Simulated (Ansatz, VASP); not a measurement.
# Cross-check of AgCl (Chlorargyrite) between VASP and Ansatz, part 2 of 2

Wanted: the spread between two codes on one cell, functional and k mesh. The cell is taken from a series of VASP runs on this material, whose earlier steps may have relaxed, scaled or displaced it; both programs get it as it stands.

VASP 6.6.1 and Ansatz 0.2.0.

So far. Step 2 (Ansatz: single point, r2SCAN with rVV10): The run ends at a pressure of 0.10 GPa. Step 3 (VASP: single point, r2SCAN with rVV10): The run ends at a pressure of -0.06 GPa.

## Step 6: VASP: band structure, r2SCAN with rVV10

Level of this step: r2SCAN with rVV10; plane waves and PAW (Ag, Cl) (VASP).

The same cell, functional, mesh and smearing now go to VASP, with its own data sets and cutoff.

Contents of INCAR:

```
SYSTEM = AgCl
PREC = Accurate
ENCUT = 400
EDIFF = 1E-06
NELM = 100
ISMEAR = 0
SIGMA = 0.05
LREAL = .FALSE.
ALGO = Normal
METAGGA = R2SCAN
LUSE_VDW = .TRUE.
IVDW_NL = 2
BPARAM = 11.95
CPARAM = 0.0093
LASPH = .TRUE.
NBANDS = 21
LORBIT = 11
LWAVE = .FALSE.
LCHARG = .FALSE.
KPAR = 2
```

Contents of POSCAR:

```
AgCl
1.0
    0.0000000000      2.7478564130      2.7478564130
    2.7478564130      0.0000000000      2.7478564130
    2.7478564130      2.7478564130      0.0000000000
Ag Cl
1 1
Direct
    0.0000000000      0.0000000000      0.0000000000
    0.5000000000      0.5000000000      0.5000000000
```

Contents of KPOINTS:

```
Automatic mesh
0
Gamma
7 7 7
0 0 0
```

Contents of KPOINTS_OPT:

```
Line mode
16
Line-mode
Reciprocal
  0.00000000   0.00000000   0.00000000 GAMMA
  0.50000000   0.00000000   0.50000000 X

  0.50000000   0.00000000   0.50000000 X
  0.50000000   0.25000000   0.75000000 W

  0.50000000   0.25000000   0.75000000 W
  0.37500000   0.37500000   0.75000000 K

  0.37500000   0.37500000   0.75000000 K
  0.00000000   0.00000000   0.00000000 GAMMA

  0.00000000   0.00000000   0.00000000 GAMMA
  0.50000000   0.50000000   0.50000000 L

  0.50000000   0.50000000   0.50000000 L
  0.62500000   0.25000000   0.62500000 U

  0.62500000   0.25000000   0.62500000 U
  0.50000000   0.25000000   0.75000000 W

  0.50000000   0.25000000   0.75000000 W
  0.50000000   0.50000000   0.50000000 L

  0.50000000   0.50000000   0.50000000 L
  0.37500000   0.37500000   0.75000000 K

  0.62500000   0.25000000   0.62500000 U
  0.50000000   0.00000000   0.50000000 X
```

The projector-augmented-wave data sets are Ag and Cl (PBE family, release 64).

Launch:

```bash
$ mpirun -np 2 vasp_std
```

Numbers of over 12 decimals in the logs are rounded to 6 here.

The program printed:

```text
[banner, memory and clock lines left out]
running    2 mpi-ranks, on    1 nodes
[...]
[... a notice as in an earlier step ...]

 [... a notice as in an earlier step ...]

 LDA part: xc-table for (None), standard interpolation
 POSCAR, INCAR and KPOINTS ok, starting setup
[...]
entering main loop
       N       E                     dE             d eps       ncg     rms          rms(c)
Total rVV10 correction in eV:      0.5283850    21.5737324
Total rVV10 correction in eV:      0.5283850    21.5737324
DAV:   1     0.655050260118E+02    0.65505E+02   -0.72018E+03   848   0.643E+02
DAV:   2    -0.296006082217E+02   -0.95106E+02   -0.86495E+02   985   0.175E+02
DAV:   3    -0.331430602413E+02   -0.35425E+01   -0.35193E+01  1009   0.343E+01
DAV:   4    -0.331673388659E+02   -0.24279E-01   -0.24275E-01   980   0.313E+00
DAV:   5    -0.331677014086E+02   -0.36254E-03   -0.36254E-03  1031   0.364E-01    0.707E+00
Total rVV10 correction in eV:      0.5277103    21.5737320
Total rVV10 correction in eV:      0.5277103    21.5737320
[...]
Total rVV10 correction in eV:      0.5430918    21.5737320
Total rVV10 correction in eV:      0.5430918    21.5737320
   1 F= -.28091851E+02 E0= -.28091851E+02  d E =-.116224E-12
 Start KPOINTS_OPT (optional k-point list driver)
k-point batch [1-20\160]
       N       E                     dE             ncg
DAV:   1     0.190568027315E+04   -0.52667E+04      840
DAV:   2    -0.294313849709E+02   -0.19351E+04      989
DAV:   3    -0.969912990866E+02   -0.67560E+02      995
DAV:   4    -0.974687384495E+02   -0.47744E+00      975
DAV:   5    -0.974762619236E+02   -0.75235E-02     1042
DAV:   6    -0.974764318981E+02   -0.16997E-03      969
DAV:   7    -0.974764363499E+02   -0.44518E-05     1058
DAV:   8    -0.974764364541E+02   -0.10423E-06      676
[...]
k-point batch [141-160\160]
       N       E                     dE             ncg
DAV:   1     0.189978037328E+04   -0.99903E+04      840
DAV:   2    -0.472272062065E+02   -0.19470E+04     1000
DAV:   3    -0.118047721469E+03   -0.70821E+02     1087
DAV:   4    -0.118547460308E+03   -0.49974E+00      968
DAV:   5    -0.118555082841E+03   -0.76225E-02     1037
DAV:   6    -0.118555251447E+03   -0.16861E-03      994
DAV:   7    -0.118555255779E+03   -0.43322E-05     1091
DAV:   8    -0.118555255879E+03   -0.99470E-07      688
```

From OUTCAR (step 6):

```text
  Total       -0.0228508     -0.0228508     -0.0228508      0.0000000      0.0000000      0.0000000
  in kB       -0.8822660     -0.8822660     -0.8822660      0.0000000      0.0000000      0.0000000
  external PRESSURE =      -0.8822660 kB  Pullay stress =       0.0000000 kB

 POSITION                                       TOTAL-FORCE (eV/Angst)
 -----------------------------------------------------------------------------------
      0.00000      0.00000      0.00000        -0.000000     -0.000000     -0.000000
      2.74786      2.74786      2.74786         0.000000      0.000000      0.000000
 -----------------------------------------------------------------------------------
    total drift:                                0.000000      0.000000      0.000000

  FREE ENERGIE OF THE ION-ELECTRON SYSTEM (eV)
  ---------------------------------------------------
  free  energy   TOTEN  =       -28.0918513908 eV

  energy  without entropy=      -28.0918513908  energy(sigma->0) =      -28.09185139

[... 1 part as in an earlier step ...]

[... 2 further parts left out ...]
[key lines of the parts left out:]
E-fermi :   4.0518
```

Spin-orbit coupling is off here; it would split degenerate levels.

## Step 7: Side by side

The two programs side by side:

```
                     quantity  Ansatz   VASP  difference
               pressure (GPa)    0.10  -0.09       +0.19
gap over the path points (eV)   1.417  1.364      +0.053
```

Levels at points of the path, from each program's valence-band top (eV; 4 filled, then empty):

```
k (reciprocal lattice)                                    Ansatz                                      VASP
     0.000 0.000 0.000  -2.53 -2.53 -2.51 -2.51 1.42 11.14 11.14  -2.55 -2.55 -2.50 -2.50 1.36 11.28 11.28
     0.167 0.000 0.167    -2.47 -1.98 -1.98 -1.44 3.01 9.48 9.64    -2.45 -1.98 -1.98 -1.44 2.96 9.50 9.70
     0.333 0.000 0.333    -2.37 -1.91 -1.91 -1.44 3.77 8.13 8.54    -2.35 -1.89 -1.89 -1.43 3.73 8.10 8.59
     0.500 0.000 0.500    -2.32 -2.06 -2.06 -1.93 2.89 8.20 9.32    -2.30 -2.04 -2.04 -1.91 2.85 8.24 9.27
     0.500 0.083 0.583    -2.09 -2.06 -2.05 -1.74 3.23 8.14 9.13    -2.07 -2.04 -2.02 -1.73 3.19 8.18 9.09
     0.500 0.183 0.683    -2.06 -2.04 -2.03 -1.30 4.31 8.13 8.61    -2.04 -2.02 -2.01 -1.29 4.28 8.15 8.60
     0.500 0.250 0.750    -2.10 -2.06 -2.02 -1.21 4.77 8.30 8.30    -2.09 -2.04 -2.01 -1.20 4.74 8.30 8.30
     0.450 0.300 0.750    -2.11 -2.00 -1.88 -1.18 4.55 7.88 8.50    -2.08 -1.98 -1.86 -1.18 4.52 7.88 8.49
     0.408 0.342 0.750    -2.12 -1.96 -1.74 -1.13 4.25 7.69 8.62    -2.10 -1.93 -1.73 -1.12 4.22 7.69 8.61
     0.350 0.350 0.700    -2.15 -1.91 -1.68 -0.81 4.58 7.33 8.48    -2.13 -1.89 -1.67 -0.81 4.55 7.32 8.47
```

Among the levels compared at these points, filled levels agree within 27 meV and empty ones within 145 meV. Ansatz's pressure holds a Pulay correction of 0.05 GPa; VASP's holds none.

## Step 8: Summary of results

```yaml
difference_in_gap_on_the_k_mesh_single_point_r2scan_with_rvv10: 0.053 eV
difference_in_gap_over_the_path_points_band_structure_r2scan_with_rvv10: 0.053 eV
```

What this shows: The difference in gap over the path points is 0.053 eV (band structure, r2SCAN with rVV10), within the 0.08 eV picked in this series as the mark of a large difference. 2 further runs of this series are not shown here. Such differences can come from data sets, numerical settings and the points named under the comparisons, not from the functional's error against experiment.

[Lines on the potential files, build, host, timing and source positions are cut from VASP's logs without a mark.]

[Logs are printed without paths, hosts, clocks, repeated set-up lines and the standing remarks that a program may print on its own settings, such as how far it seeks lower states.]

[Hosts, paths, dates, database ids (printed as entryN), source tags and the programs' standing remarks are cut or masked in the printed files.]
